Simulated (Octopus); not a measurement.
Runs of Octopus 16.4 on GaN. Symmetry: F-43m, No. 216, cubic system. The conventional cell has a = 4.507 Å, b = 4.507 Å, c = 4.507 Å, α = 90.00°, β = 90.00°, γ = 90.00°. Around Ga (site symmetry -43m) lie 4 N at 1.95 Å. N (site symmetry -43m) has 4 Ga at 1.95 Å as nearest neighbours. The cell is a database's computed one.

```csv
task,level,potentials or basis,spin,k mesh,smearing,eigensolver,convRelDens,extraStates,grid spacing,mesh quality,gap on the mesh (eV)
single point,PBE,"pseudodojo_pbe (PseudoDojo 0.5, PBE)",off,10 × 10 × 10,fermi-dirac 0.05 eV,chebyshev_filter,3e-07,6,0.133 Å,not flagged,1.76
single point,SOGGA,hscv_pbe (PBE),"collinear, ferromagnetic start",7 × 7 × 7,fermi-dirac 0.02 eV,chebyshev_filter,1e-06,7,0.110 Å,not flagged,1.52
electrostatic potential,HSE06+D3(BJ),"pseudodojo_lda (PseudoDojo 0.4, LDA)",off,4 × 4 × 4,fixed,chebyshev_filter,1e-06,5,0.152 Å,coarse,(a)
single point,HSE06-MVORB,sg15 (PBE),off,4 × 4 × 4,fermi-dirac 0.05 eV,rmmdiis,1e-06,6,0.152 Å,coarse,3.65
```

Alike in all rows: cell as given.

Problem. Estimate the missing entries.

Solution. (a) 3.01.

Caveats: some runs use coarse meshes; this version prints wrong total energies and forces for exact exchange in crystals, so they aren't listed (some runs); this is an older set of potentials, less accurate than current ones (some runs); an odd mesh through Γ misses points on the zone boundary, where band edges often lie (some runs).

A k mesh can miss the band edges, and the runs leave out spin-orbit coupling on Ga.

Not every run made on this cell is shown here.
